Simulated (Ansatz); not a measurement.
Ti2O:

```
Ti O
1.0
     2.91940    0.00000    0.00000
    -1.45970    2.52827    0.00000
     0.00000    0.00000    4.71300
Ti O
2 1
Cartesian
  0.0000 1.6855 3.3993
  1.4597 0.8428 1.3137
  0.0000 0.0000 0.0000
```

* Program: Ansatz 0.2.0
* Task: relaxation of cell and atoms
* Functional: PBEsol
* Potentials or basis: Ansatz PAW
* Cutoff: 420 eV (not typed: the program's choice for these potentials)
* k mesh: 10 × 10 × 6
* Occupations: fermi-dirac, width 0.05 eV
* Spin: no spin polarisation
* Hubbard terms: Ti d U = 1 eV

At the start: volume 11.60 Å³/atom.

Task: Where does the relaxation end?

Result: It ends after 8 steps and the volume is 11.96 Å³/atom (+3.1 %); space group P-3m1 (No. 164, to 0.05 Å).

Step by step:
```
step  energy change (eV)  largest force (eV/Å)  volume (Å³)
   1              0.0000                1.2906        34.79
   2             -0.0674                0.1508        36.71
   3             -0.0957                0.0211        36.02
   4             -0.0973                0.0191        35.82
   5             -0.0973                0.0011        35.84
   6             -0.1001                0.0008        35.84
   7             -0.1001                0.0014        35.87
   8             -0.1001                0.0012        35.87
```

Final structure:
```
CELL_PARAMETERS angstrom
2.95497 0.00000 0.00000
-1.47748 2.55908 0.00000
0.00000 0.00000 4.74326
ATOMIC_POSITIONS crystal
Ti 0.33333 0.66667 0.73637
Ti 0.66667 0.33333 0.26363
O 0.00000 0.00000 0.00000
```

Caveat: the plane-wave basis is chosen anew once the cell has moved, so the energies of steps on either side of that aren't comparable; the pressure holds a Pulay correction of +0.4 GPa for the finite cutoff; U without spin polarisation on a metal has little footing; the PAW data sets come from PBE, with cores solved anew for the run's functional, which leaves a small shift of forces and pressure.
